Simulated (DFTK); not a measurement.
## TiC: band structure with BJ06

Crystal: TiC.

```
Ti C
1.0
     0.00000    2.16572    2.16572
     2.16572    0.00000    2.16572
     2.16572    2.16572    0.00000
Ti C
1 1
Direct
  0.00000 0.00000 0.00000
  0.50000 0.50000 0.50000
```

The cell is a database's computed one.

```
Program                      : DFTK 0.8.2
Task                         : band structure
Functional                   : BJ06
Potentials or basis          : SG15 1.2 (PBE)
Cutoff                       : 1225 eV
k mesh                       : 9 × 9 × 9
Occupations                  : fermi-dirac, width 0.05 eV
Spin                         : no spin polarisation
Valence electrons            : C 4, Ti 12
SCF tolerance on the density : 1e-06
SCF solver                   : ScfAndersonSolver
```

```json
{"Band gap on the k mesh": "none (metal or under the smearing width)"}
```

Levels at the corners of the path, in eV from the Fermi level:
```csv
point,band 5,band 6,band 7,band 8,band 9,band 10,band 11,band 12
Γ,-12.51,0.64,0.64,0.64,1.47,1.47,1.82,1.82
X,-10.35,-3.38,-1.63,0.04,0.04,2.46,3.50,3.50
W,-9.73,-3.12,-3.12,-2.79,2.83,2.83,3.50,4.99
K,-9.81,-3.47,-3.31,-1.81,1.49,3.12,3.85,5.39
Γ,-12.51,0.64,0.64,0.64,1.47,1.47,1.82,1.82
L,-9.05,-5.83,-3.04,-3.04,2.88,2.88,4.17,8.34
U,-9.81,-3.47,-3.31,-1.81,1.49,3.12,3.85,5.39
W,-9.73,-3.12,-3.12,-2.79,2.83,2.83,3.50,4.99
L,-9.05,-5.83,-3.04,-3.04,2.88,2.88,4.17,8.34
K,-9.81,-3.47,-3.31,-1.81,1.49,3.12,3.85,5.39
U,-9.81,-3.47,-3.31,-1.81,1.49,3.12,3.85,5.39
X,-10.35,-3.38,-1.63,0.04,0.04,2.46,3.50,3.50
```

Wall time 93 s on 1 thread of AMD EPYC 7R32 (Zen 2) (shared host), peak memory 1.6 GiB.

Caveat: the program leaves the constant c of mgga_x_tb09 at 1, so the potential is Becke-Johnson's (BJ06) and not Tran and Blaha's, with levels but no total energy.
